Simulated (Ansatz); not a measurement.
Pt:

```
Pt
1.0
     0.00000    1.96090    1.96090
     1.96090    0.00000    1.96090
     1.96090    1.96090    0.00000
Pt
1
Direct
  0.00000 0.00000 0.00000
```

Base run:

```yaml
Program: Ansatz 0.2.0
Functional: PBE
Potentials_or_basis: Ansatz PAW earlier set
Cutoff: "570 eV (not typed: the program's choice for these potentials)"
k_mesh: 12 × 12 × 12
Occupations: fermi-dirac, width 0.05 eV
Spin: no spin polarisation
```

Its results: band gap on the k mesh none (metal or under the smearing width); pressure 10.3 GPa.

Q: The run is repeated on the same cell with these changes: potentials or basis from Ansatz PAW earlier set to JTH PAW; cutoff from 570 eV (not typed: the program's choice for these potentials) to 750 eV (not typed: the program's choice for these potentials); valence electrons from 18 to 10. What comes out?

A: Band gap on the k mesh none (metal or under the smearing width); pressure 10.9 GPa.

Caveats: spin-orbit coupling is left out, which moves the levels of the heavy elements.
